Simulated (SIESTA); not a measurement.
CuO:

```
Cu O
1.0
     4.16094    0.00000    0.00000
     0.00000    4.16094    0.00000
     0.00000    0.00000    3.88764
Cu O
3 3
Direct
  0.50000 0.00000 0.50000
  0.00000 0.50000 0.50000
  0.00000 0.00000 0.00000
  0.00000 0.00000 0.50000
  0.50000 0.00000 0.00000
  0.00000 0.50000 0.00000
```

Measurements of this composition are mostly on another form, of space group No. 15.

Base run:

* Program: SIESTA 5.4.2
* Functional: PBEsol
* Potentials or basis: PseudoDojo 0.4 standard (PBEsol files)
* Basis: DZP (energy shift 0.003 Ry; two zetas on semicore shells)
* Grid cutoff: 800 Ry
* Energy shift: 0.003 Ry
* k mesh: 5 × 5 × 5
* Occupations: fermi-dirac, width 0.05 eV
* Spin: no spin polarisation

Its results: band gap on the k mesh none (metal or under the smearing width); pressure -3.4 GPa.

Task: The run is repeated on the same cell with these changes: functional from PBEsol to LDA; potentials or basis from PseudoDojo 0.4 standard (PBEsol files) to PseudoDojo 0.4 standard (LDA files). What comes out?

Result: Band gap on the k mesh none (metal or under the smearing width); pressure -9.2 GPa.

Caveats: short orbitals over semicore shells can move pressures by several GPa; the basis of atomic orbitals isn't converged, which shifts pressures, moduli and gaps; an odd number of electrons without spin polarisation forces a metal; a magnetic or distorted state may lie lower; the run has no spin polarisation, though such a crystal can be magnetic; semilocal functionals often make such compounds metallic where correlation or magnetic order opens a gap, which also shifts bond lengths.
